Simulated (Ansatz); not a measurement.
# Molecular dynamics of VSi₂

Input file:

```yaml
crystal:
  lattice:
    - [-2.304577, 3.991644, 6.422508]
    - [4.609154, 0.0, 6.422508]
    - [4.609154, 7.983289, 0.0]
  atoms:
    - { symbol: V, position: [0.3333333, 0.8333333, 0.0833333] }
    - { symbol: V, position: [0.4166667, 0.4166667, 0.0416667] }
    - { symbol: V, position: [0.0, 0.5, 0.0] }
    - { symbol: Si, position: [0.1687534, 0.3312466, 0.2531301] }
    - { symbol: Si, position: [0.7541734, 0.0791599, 0.0416667] }
    - { symbol: Si, position: [0.16458, 0.0020867, 0.3364634] }
    - { symbol: Si, position: [0.3312466, 0.1687534, 0.9968699] }
    - { symbol: Si, position: [0.0791599, 0.7541734, 0.0416667] }
    - { symbol: Si, position: [0.0020867, 0.1645799, 0.0802033] }
    - { symbol: V, position: [0.3333333, 0.8333333, 0.5833333] }
    - { symbol: V, position: [0.4166667, 0.4166667, 0.5416667] }
    - { symbol: V, position: [0.0, 0.5, 0.5] }
    - { symbol: Si, position: [0.1687534, 0.3312466, 0.7531301] }
    - { symbol: Si, position: [0.7541734, 0.0791599, 0.5416667] }
    - { symbol: Si, position: [0.16458, 0.0020867, 0.8364634] }
    - { symbol: Si, position: [0.3312466, 0.1687534, 0.4968699] }
    - { symbol: Si, position: [0.0791599, 0.7541734, 0.5416667] }
    - { symbol: Si, position: [0.0020867, 0.1645799, 0.5802033] }
    - { symbol: V, position: [0.8333333, 0.3333333, 0.3333333] }
    - { symbol: V, position: [0.9166667, 0.9166667, 0.2916667] }
    - { symbol: V, position: [0.5, 0.0, 0.25] }
    - { symbol: Si, position: [0.6687534, 0.8312466, 0.5031301] }
    - { symbol: Si, position: [0.2541734, 0.5791599, 0.2916667] }
    - { symbol: Si, position: [0.66458, 0.5020867, 0.5864634] }
    - { symbol: Si, position: [0.8312466, 0.6687534, 0.2468699] }
    - { symbol: Si, position: [0.5791599, 0.2541734, 0.2916667] }
    - { symbol: Si, position: [0.5020867, 0.6645799, 0.3302033] }
    - { symbol: V, position: [0.8333333, 0.3333333, 0.8333333] }
    - { symbol: V, position: [0.9166667, 0.9166667, 0.7916667] }
    - { symbol: V, position: [0.5, 0.0, 0.75] }
    - { symbol: Si, position: [0.6687534, 0.8312466, 0.0031301] }
    - { symbol: Si, position: [0.2541734, 0.5791599, 0.7916667] }
    - { symbol: Si, position: [0.66458, 0.5020867, 0.0864634] }
    - { symbol: Si, position: [0.8312466, 0.6687534, 0.7468699] }
    - { symbol: Si, position: [0.5791599, 0.2541734, 0.7916667] }
    - { symbol: Si, position: [0.5020867, 0.6645799, 0.8302033] }
basis:
  ecutwfc: 420.0
kpoints:
  mp_grid: { grid: [2, 2, 1] }
hamiltonian:
  xc: lda
scf:
  occupations: { method: fermi_dirac, width: 0.17 }
  lower_state_search: "off"
md:
  timestep: 3.0
  n_steps: 470
  ensemble: nvt_langevin
  temperature: 300.0
  initial_velocities: maxwell_boltzmann
  seed: 173212
  friction: 0.02
  temperature_schedule: [{ n_steps: 470, end_temperature: 2000.0 }]
```

Command:

```bash
$ ansatz run input.yaml --threads 2 --pin off --max-ram 5120MiB --backend cpu --events-out ev --progress --plain --runs-dir out
```

It starts from an unrelaxed structure (largest force component 0.24 eV/Å).

Output, in part (step lines):

```
md step     0: t =     0.00 fs  T =   291.7 K (target 300.0 K)  F+E_penalty+E_count = -48953.97877678 eV  E_kin = 1.357230 eV  (7 SCF iters)
md step     1: t =     3.00 fs  T =   300.1 K (target 301.8 K)  F+E_penalty+E_count = -48953.94432085 eV  E_kin = 1.396254 eV  (7 SCF iters)
md step     2: t =     6.00 fs  T =   271.3 K (target 305.4 K)  F+E_penalty+E_count = -48953.84512204 eV  E_kin = 1.262466 eV  (7 SCF iters)
md step     3: t =     9.00 fs  T =   242.5 K (target 309.0 K)  F+E_penalty+E_count = -48953.69713506 eV  E_kin = 1.128580 eV  (7 SCF iters)
md step     4: t =    12.00 fs  T =   233.9 K (target 312.7 K)  F+E_penalty+E_count = -48953.51642830 eV  E_kin = 1.088294 eV  (7 SCF iters)
md step     5: t =    15.00 fs  T =   225.3 K (target 316.3 K)  F+E_penalty+E_count = -48953.31113255 eV  E_kin = 1.048333 eV  (6 SCF iters)
md step     6: t =    18.00 fs  T =   188.7 K (target 319.9 K)  F+E_penalty+E_count = -48953.10078245 eV  E_kin = 0.877959 eV  (6 SCF iters)
md step     7: t =    21.00 fs  T =   164.1 K (target 323.5 K)  F+E_penalty+E_count = -48952.92275297 eV  E_kin = 0.763474 eV  (5 SCF iters)
[... lines left out ...]
```

The steps, from the saved trajectory:

```
time (fs)  T (K)  potential energy less start (eV)
      0.0    292                             0.000
     45.0    281                             1.168
     90.0    355                             1.339
    135.0    318                             1.509
    180.0    418                             2.005
    225.0    480                             2.438
    270.0    503                             2.931
    315.0    486                             2.446
    360.0    527                             3.394
    405.0    666                             3.501
    450.0    833                             2.340
    495.0    810                             3.744
    540.0    790                             3.791
    585.0    982                             3.703
    630.0    924                             4.452
    675.0   1170                             4.361
    720.0   1228                             4.560
    765.0   1139                             6.108
    810.0   1065                             5.713
    855.0   1233                             5.862
    900.0   1188                             7.226
    945.0   1144                             5.784
    990.0   1385                             6.142
   1035.0   1509                             7.063
   1080.0   1414                             7.392
   1125.0   1461                             6.834
   1170.0   1481                             5.950
   1215.0   1502                             6.817
   1260.0   1374                             8.163
   1305.0   1739                             6.901
   1350.0   1431                             8.039
   1395.0   1704                             9.235
```

The run went to its last step. The schedule's set-point averaged 1575 K over the second half and the system 1412 K. A run of 1.4 ps of so small a system gives no equilibrium averages. Limits of this set-up: coarse k mesh, magnetic elements without spin.

Mean squared displacements from the first frame to the last, about the centre of mass: V 0.05 Å², Si 0.08 Å².

Last frame:

```xyz
36
Lattice="-2.3046 3.9916 6.4225 4.6092 0.0000 6.4225 4.6092 7.9833 0.0000" Properties=species:S:1:pos:R:3
V 3.373 1.764 7.549
V 0.981 1.858 5.561
V 2.295 -0.206 3.106
Si 1.899 2.516 3.392
Si -1.141 3.250 5.538
Si 0.902 3.225 1.165
Si 4.401 9.279 3.362
Si 3.250 0.814 5.654
Si 0.992 0.733 1.311
V 5.470 5.901 7.755
V 3.007 5.762 5.319
V 4.453 3.799 3.447
Si 4.640 6.494 3.164
Si 0.748 7.379 5.668
Si 3.257 7.287 1.317
Si 2.287 4.673 3.504
Si 5.484 4.660 5.634
Si 3.240 4.654 1.359
V 0.805 5.954 7.868
V 3.036 5.857 12.024
V -0.238 3.799 3.279
Si 4.459 6.466 9.947
Si 3.116 3.184 5.266
Si 3.239 7.043 7.653
Si 2.209 4.973 9.747
Si 0.722 4.992 5.226
Si 3.401 4.620 7.609
V 3.305 9.724 7.523
V 5.691 9.800 12.052
V 1.840 7.590 3.362
Si 2.039 2.619 9.706
Si 5.163 7.129 5.679
Si 0.899 3.496 7.236
Si 4.535 9.308 9.670
Si 3.271 8.548 5.381
Si 5.583 8.642 7.608
```

Time of the run: 45 min on 2 threads of Intel(R) Xeon(R) Platinum 8488C (Sapphire Rapids) (shared host), peak memory 1.5 GiB.
